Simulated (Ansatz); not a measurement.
One crystal and one scan (scan of one atom of the cell) at two levels, PBE (plane waves to 420 eV, PAW, scalar-relativistic; Ansatz, a first-principles code) and r2SCAN (plane waves to 500 eV, PAW, scalar-relativistic; Ansatz), each from its own relaxed cell and on its own mesh. The cell shown is that of PBE.

CsPbI3 (cubic perovskite)

```yaml
crystal:
  lattice:
    - [6.39047, 0.00000, 0.00000]
    - [0.00000, 6.39047, 0.00000]
    - [0.00000, 0.00000, 6.39047]
  atoms:
    - { symbol: Cs, position: [0.00000, 0.00000, 0.00000] }
    - { symbol: Pb, position: [0.50000, 0.50000, 0.50000] }
    - { symbol: I, position: [0.00000, 0.50000, 0.50000] }
    - { symbol: I, position: [0.50000, 0.50000, 0.00000] }
    - { symbol: I, position: [0.50000, 0.00000, 0.50000] }
```

In each cell atom 4 (I, nearest neighbour Pb at 3.195 Å; its periodic images, 6.4 Å or more away, move with it) moves by s·(0.000, 0.000, -1.000) (towards the nearest neighbour), the rest being held.

Energies are smeared free energies. CsPbI3 was relaxed with its symmetry unable to fall. Spin-orbit coupling is left out, though I and Pb are heavy. This is a high-temperature form of CsPbI3. (PBE) On this mesh the relaxed cell isn't quite at rest: it carries a pressure of 0.1 GPa (compression positive) at the zero of the scan. (r2SCAN) On this mesh the relaxed cell isn't quite at rest: it carries a pressure of 0.1 GPa (compression positive) at the zero of the scan. Percentages come from the unrounded values. Both scans cover s from -0.320 to 0.320 Å.

Results of PBE:

```
Item                                                                                                                      Result
----------------------------------------------------------------  --------------------------------------------------------------
Lattice constant a (Å)                                                                                                     6.390
Energy at s = 0.320 Å (meV/cell)                                                                                           108.7
Force along the line at s = -0.320 Å (eV/Å)                                                                                0.900
Force constant k = d²E/ds² at s = 0 (finite differences) (eV/Å²)                                                            1.40
Symmetry of the curve                                                                              even: the same for both signs
Shape of the curve                                                a single well with its minimum at or next to zero displacement
```

Question: Estimate the r2SCAN values.

Answer: 
| quantity | r2SCAN | PBE − r2SCAN |
|---|---|---|
| Lattice constant a (Å) | 6.333 | +0.057 (+0.9 %) |
| Energy at s = 0.320 Å (meV/cell) | 129.5 | -20.8 (-16 %) |
| Force along the line at s = -0.320 Å (eV/Å) | 1.056 | -0.156 (-15 %) |
| Force constant k = d²E/ds² at s = 0 (finite differences) (eV/Å²) | 1.72 | -0.32 (-19 %) |

PBE gives the higher value for: lattice constant a. PBE gives the lower value for: energy at s = 0.320 Å; force along the line at s = -0.320 Å; force constant k = d²E/ds² at s = 0. Both give the same symmetry of the curve: even: the same for both signs.

(A displaced cell: forces are minus the slopes of the energy, force constants its curvatures, and phonons follow from these.)
